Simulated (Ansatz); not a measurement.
# Ni2Sb3: the cost of one run

Computed with Ansatz 0.2.0 (DFT PBE, scalar-relativistic, plane waves, PAW, unless a step's input says otherwise).

3 further runs of the same task are left out: 1 that didn't finish, 2 set aside as unsound or not needed.

## Step 1: The system as given

Symmetry: P-3m1, No. 164, trigonal system. The conventional cell has a = 4.043 Å, b = 4.043 Å, c = 4.905 Å, α = 90.00°, β = 90.00°, γ = 120.00°. Al (site symmetry -3m) has 6 Ni at 2.44 Å as nearest neighbours. Al (site symmetry 3m) is surrounded by 5 Ni at 2.45 to 2.54 Å and 3 Al at 2.75 Å. Ni (site symmetry 3m) is surrounded by 8 Al at 2.44 to 2.54 Å and 3 Ni at 2.74 Å.

Coordinates:

```cif
data_structure
_symmetry_space_group_name_H-M 'P 1'
_symmetry_Int_Tables_number 1
_cell_length_a 4.0427
_cell_length_b 4.0427
_cell_length_c 4.9054
_cell_angle_alpha 90.000
_cell_angle_beta 90.000
_cell_angle_gamma 120.000
_cell_volume 69.43
loop_
_atom_site_label
_atom_site_type_symbol
_atom_site_fract_x
_atom_site_fract_y
_atom_site_fract_z
_atom_site_occupancy
Al1 Al 0.00000 0.00000 0.00000 1
Al2 Al 0.33333 0.66667 0.64762 1
Al3 Al 0.66667 0.33333 0.35238 1
Ni1 Ni 0.33333 0.66667 0.14658 1
Ni2 Ni 0.66667 0.33333 0.85342 1
```

It goes back to an entry of the Materials Project, which need not be the stable form.

This cell was relaxed beforehand with the same method: volume 13.89 Å³/atom, gap on the mesh none (metal).

## Step 2: Swap Al → Sb

Ni2Sb3 starts from the relaxed positions of Al3Ni2, with all lengths scaled by 1.058, a guess from tabulated radii. Atoms that may carry a moment start with parallel spins.

## Step 3: Probe: one point at the start (Ni2Sb3)

Input file input.yaml:

```yaml
crystal:
  lattice:
    - [4.2783416126, 0.0, 0.0]
    - [-2.1391708063, 3.7051525225, 0.0]
    - [0.0, 0.0, 5.191236719]
  atoms:
    - { symbol: Sb, position: [0.0, 0.0, 0.0] }
    - { symbol: Sb, position: [0.3333333333, 0.6666666667, 0.647616102] }
    - { symbol: Sb, position: [0.6666666667, 0.3333333333, 0.352383898] }
    - { symbol: Ni, position: [0.3333333333, 0.6666666667, 0.1465844826], spin: 2.0 }
    - { symbol: Ni, position: [0.6666666667, 0.3333333333, 0.8534155174], spin: 2.0 }
basis:
  ecutwfc: 420
kpoints:
  mp_grid: { grid: [6, 6, 4] }
hamiltonian:
  xc: pbe
scf:
  occupations: { method: gaussian, width: 0.1 }
  lower_state_search: "off"
output:
  forces: true
  stress: true
  eigenvalues: true
  populations: true
magnetization:
  spin_polarized: true
```

Command:

```console
$ ansatz run input.yaml --threads 1 --pin off --max-ram 2560MiB --backend cpu --events-out ev --progress --plain --runs-dir out
```

What time and memory should one allow on 1 thread of Arm Neoverse V1, shared host?

About 24 s, with a peak of 0.45 GiB.
